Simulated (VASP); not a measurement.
Output of a VASP run:

OSZICAR:
```
       N       E                     dE             d eps       ncg     rms          rms(c)
DAV:   1     0.187874742774E+03    0.18787E+03   -0.14722E+04   640   0.153E+03
DAV:   2    -0.262169290459E+02   -0.21409E+03   -0.21098E+03   816   0.386E+02
DAV:   3    -0.332739468568E+02   -0.70570E+01   -0.70524E+01   976   0.722E+01
DAV:   4    -0.334932547971E+02   -0.21931E+00   -0.21929E+00   896   0.946E+00
DAV:   5    -0.334970109250E+02   -0.37561E-02   -0.37561E-02   848   0.111E+00    0.243E+01
DAV:   6    -0.272118524923E+02    0.62852E+01   -0.35871E+01   744   0.469E+01    0.940E+00
DAV:   7    -0.272002212019E+02    0.11631E-01   -0.13436E+00   864   0.955E+00    0.589E+00
DAV:   8    -0.271945726060E+02    0.56486E-02   -0.17799E-01   848   0.444E+00    0.470E-01
DAV:   9    -0.271964645528E+02   -0.18919E-02   -0.17323E-02   880   0.951E-01    0.331E-01
DAV:  10    -0.271988316012E+02   -0.23670E-02   -0.68027E-03   752   0.806E-01    0.152E-01
DAV:  11    -0.271989282789E+02   -0.96678E-04   -0.20386E-03   856   0.381E-01    0.162E-01
DAV:  12    -0.271988840728E+02    0.44206E-04   -0.42196E-04   704   0.168E-01    0.647E-03
DAV:  13    -0.271988876623E+02   -0.35895E-05   -0.22620E-05   848   0.345E-02    0.475E-03
DAV:  14    -0.271988885604E+02   -0.89813E-06   -0.53768E-06   808   0.159E-02    0.684E-03
DAV:  15    -0.271988882606E+02    0.29987E-06   -0.36096E-07   768   0.582E-03    0.100E-03
DAV:  16    -0.271988882299E+02    0.30701E-07   -0.28917E-08   464   0.155E-03
   1 F= -.27198888E+02 E0= -.27198888E+02  d E =-.220435E-16
```

**OUTCAR**
```
------------------------ aborting loop because EDIFF is reached ----------------------------------------
  FORCE on cell =-STRESS in cart. coord.  units (eV):
  Direction    XX          YY          ZZ          XY          YZ          ZX
  --------------------------------------------------------------------------------------
  Total        1.4723574      1.4723574      1.4723574      0.0000000     -0.0000000     -0.0000000
  in kB       71.1238591     71.1238591     71.1238591      0.0000000     -0.0000000     -0.0000000
  external PRESSURE =      71.1238591 kB  Pullay stress =       0.0000000 kB
  volume of cell :       33.17
      direct lattice vectors                 reciprocal lattice vectors
     0.000000000  2.550113459  2.550113459    -0.196069707  0.196069707  0.196069707
     2.550113459  0.000000000  2.550113459     0.196069707 -0.196069707  0.196069707
     2.550113459  2.550113459  0.000000000     0.196069707  0.196069707 -0.196069707
 POSITION                                       TOTAL-FORCE (eV/Angst)
 -----------------------------------------------------------------------------------
      0.00000      0.00000      0.00000         0.000000     -0.000000     -0.000000
      1.27506      1.27506      1.27506         0.000000      0.000000      0.000000
      3.82517      3.82517      3.82517        -0.000000     -0.000000     -0.000000
 -----------------------------------------------------------------------------------
    total drift:                                0.000000      0.000000      0.000000
  FREE ENERGIE OF THE ION-ELECTRON SYSTEM (eV)
  ---------------------------------------------------
  free  energy   TOTEN  =       -27.1988882299 eV

  energy  without entropy=      -27.1988882299  energy(sigma->0) =      -27.19888823
```
(Selected blocks of OUTCAR.)

**POSCAR**
```
ZrO2
1
    0.0000000000     2.5501134593     2.5501134593
    2.5501134593     0.0000000000     2.5501134593
    2.5501134593     2.5501134593     0.0000000000
Zr O
1 2
Direct
  0.0000000000   0.0000000000   0.0000000000
  0.2500000000   0.2500000000   0.2500000000
  0.7500000000   0.7500000000   0.7500000000
```

Problem. Reconstruct the remaining input files.

Solution. One answer among several that fit: the input of the run itself, RPBE GGA, plane waves, VASP's PBE PAW potentials (set 64).

**INCAR**
```
SIGMA=0.05   ! width (eV)
ALGO=Normal   ! blocked Davidson
LASPH=.TRUE.
ISMEAR=0   ! Gaussian
ENCUT=520   ! plane-wave cut-off (eV)
LREAL=.FALSE.
LWAVE=.FALSE.
PREC=Accurate
SYSTEM=ZrO2
GGA=RP   ! RPBE
EDIFF=1E-7   ! SCF stop (eV)
NELM=100
ISIF=2
LCHARG=.FALSE.
LMAXMIX=4   ! l cut-off of mixed one-centre charges
```

**KPOINTS**
```
Automatic mesh
0
Gamma
7 7 7
0 0 0
```

POTCAR, in this order: Zr_sv O (PBE.64 set). Program: vasp_std.

The compound is ZrO2 in the fluorite structure, the high-temperature cubic form, which is unstable at 0 K; the monoclinic form is the stable one. This cell is one point of a volume scan, at 0.97 of the reference volume.
